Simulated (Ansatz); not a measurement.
# Se: stress in a strained cell

Aim: deform Se (zz strain of +3 %) and compute stress, forces and field gradients with LAPW, PAW and all-electron datasets made for the crystal.

Method: DFT PBEsol, scalar-relativistic, in Ansatz 0.2.0.

### 1 The starting structure

Symmetry: P3_121, No. 152, trigonal system. Conventional cell: a = 4.366 Å, b = 4.366 Å, c = 4.954 Å, α = 90.00°, β = 90.00°, γ = 120.00°. Se (site symmetry 2) has 2 Se at 2.37 Å as nearest neighbours.

As a file:

```
Se
1.0
     4.36620    0.00000    0.00000
    -2.18310    3.78124    0.00000
     0.00000    0.00000    4.95360
Se
3
Direct
  0.22540 0.00000 0.33333
  0.00000 0.22540 0.66667
  0.77460 0.77460 0.00000
```

Atoms are numbered in the order of the input: Se1, Se2, Se3.

### 2 After the deformation

Space group P3_121 before, P3_121 after.

### 3 LAPW, all electrons

Input file input.yaml:

```yaml
crystal:
  lattice:
    - [4.3661999489, 0.0, 0.0]
    - [-2.1830999745, 3.7812400738, 0.0]
    - [0.0, 0.0, 5.102208]
  atoms:
    - { symbol: Se, position: [0.2254, 0.0, 0.3333333333] }
    - { symbol: Se, position: [0.0, 0.2254, 0.6666666667] }
    - { symbol: Se, position: [0.7746, 0.7746, 0.0] }
kpoints:
  mp_grid: { grid: [6, 6, 5] }
  band_path:
    path:
      - [0.0, 0.0, 0.0]
      - [0.5, 0.0, 0.0]
      - [0.3333333333, 0.3333333333, 0.0]
      - [0.0, 0.0, 0.0]
      - [0.0, 0.0, 0.5]
      - [0.5, 0.0, 0.5]
      - [0.3333333333, 0.3333333333, 0.5]
      - [0.0, 0.0, 0.5]
      - [0.5, 0.0, 0.5]
    npoints: 5
scf:
  occupations: { method: fermi_dirac, width: 0.03 }
hamiltonian:
  xc: pbesol
  pseudopotentials: { kind: all_electron, lapw: { basis_error: 0.001 } }
output:
  forces: true
  stress: true
  eigenvalues: true
```

On the command line:

```bash
> ansatz run input.yaml --threads 1 --pin off --max-ram 6144MiB --backend cpu --events-out ev --progress --plain --runs-dir out
```

### 4 Frozen-core PAW

Input file input.yaml:

```yaml
crystal:
  lattice:
    - [4.3661999489, 0.0, 0.0]
    - [-2.1830999745, 3.7812400738, 0.0]
    - [0.0, 0.0, 5.102208]
  atoms:
    - { symbol: Se, position: [0.2254, 0.0, 0.3333333333] }
    - { symbol: Se, position: [0.0, 0.2254, 0.6666666667] }
    - { symbol: Se, position: [0.7746, 0.7746, 0.0] }
kpoints:
  mp_grid: { grid: [6, 6, 5] }
scf:
  occupations: { method: fermi_dirac, width: 0.03 }
hamiltonian:
  xc: pbesol
  pseudopotentials: { kind: paw }
output:
  forces: true
  stress: true
  eigenvalues: true
  efg: { contact_densities: true }
  write_density: true
  write_potential: true
  elf: true
  volumetric_format: npy
```

### 5 Datasets made for this crystal

Edit input.yaml of step 4 so:

```diff
@@ -15,3 +15,3 @@
   xc: pbesol
-  pseudopotentials: { kind: paw }
+  pseudopotentials: { kind: all_electron, datasets: crystal }
 output:
@@ -21,5 +21 @@
   efg: { contact_densities: true }
-  write_density: true
-  write_potential: true
-  elf: true
-  volumetric_format: npy
```

(Steps that only read results are left out.)

What does the calculation give? Wanted: pressure; largest shear or deviatoric stress.

The runs gave:

| quantity | value |
| --- | --- |
| pressure | LAPW -2.00, PAW -2.00, crystal datasets -2.01 GPa |
| largest shear or deviatoric stress (LAPW) | 0.47 GPa |

What this shows: The largest part of the stress beyond the pressure is 0.47 GPa in size, in the zz component; the atoms are carried along and not relaxed. No run of the undeformed cell stands beside it, so the pressure holds what the given cell had before the change. PAW: stress within 0.01 GPa of LAPW, forces within 4 meV/Å. Crystal datasets: stress within 0.01 GPa of LAPW, forces within 1 meV/Å.
